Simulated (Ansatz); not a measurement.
GaP:

```
Ga P
1.0
     0.00000    2.72525    2.72525
     2.72525    0.00000    2.72525
     2.72525    2.72525    0.00000
Ga P
1 1
Direct
  0.00000 0.00000 0.00000
  0.75000 0.75000 0.75000
```

Base run:

| Property | Result |
| --- | --- |
| Program | Ansatz 0.2.0 |
| Functional | PBEsol |
| Potentials or basis | all-electron LAPW, scalar-relativistic |
| Cutoff | 278 eV (chosen from the basis error) |
| Basis error allowed | 0.001 eV/atom |
| k mesh | 6 × 6 × 6 |
| Occupations | fermi-dirac, width 0.05 eV |
| Spin | no spin polarisation |

Its results: band gap on the k mesh 1.51 eV, indirect (least direct gap 1.74 eV); pressure -0.5 GPa.

Question: The run is repeated on the same cell with these changes: functional from PBEsol to PBE. What comes out?

Answer: Band gap on the k mesh 1.65 eV, indirect (least direct gap 1.83 eV); pressure 2.5 GPa.

PBE binds less tightly than PBEsol, so the same cell stands under more pressure.

A k mesh can miss the band edges.
